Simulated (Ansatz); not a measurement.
# Property card for Bi

These are results of Ansatz, DFT r2SCAN, scalar-relativistic, plane waves, PAW, not measurements.

Cutoff 500 eV; k points 16×16×16 on the computed 1-atom cell (Γ-centred); Gaussian smearing, width 0.10 eV; no spin polarisation.

The structure is relaxed at this level of theory with its symmetry kept. This bcc form isn't the element's structure at ambient conditions.

```xyz
1
Lattice="-1.9802 1.9802 1.9802 1.9802 -1.9802 1.9802 1.9802 1.9802 -1.9802" Properties=species:S:1:pos:R:3 pbc="T T T"
Bi    0.0000    0.0000    0.0000
```

Problem. Formation energy from the elements' standard states (uncorrected)?

Solution. +0.232 eV/atom.

Problem. Density of states at the Fermi level?

Solution. 0.63 states/eV per cell.

Problem. Löwdin character within 0.5 eV of the Fermi level?

Solution. Bi 6p 93 %.

Problem. Bulk modulus?

Solution. 55 GPa.

Problem. Its pressure derivative?

Solution. 5.6.

Problem. Bader charges (e)?

Solution. Bi (1 in the cell) 0.00.

Spin-orbit coupling is left out, which matters for the bands of heavy elements.

Cost: 6 runs of about 1.4 core-minutes in all, on Arm Neoverse V1 (shared hosts).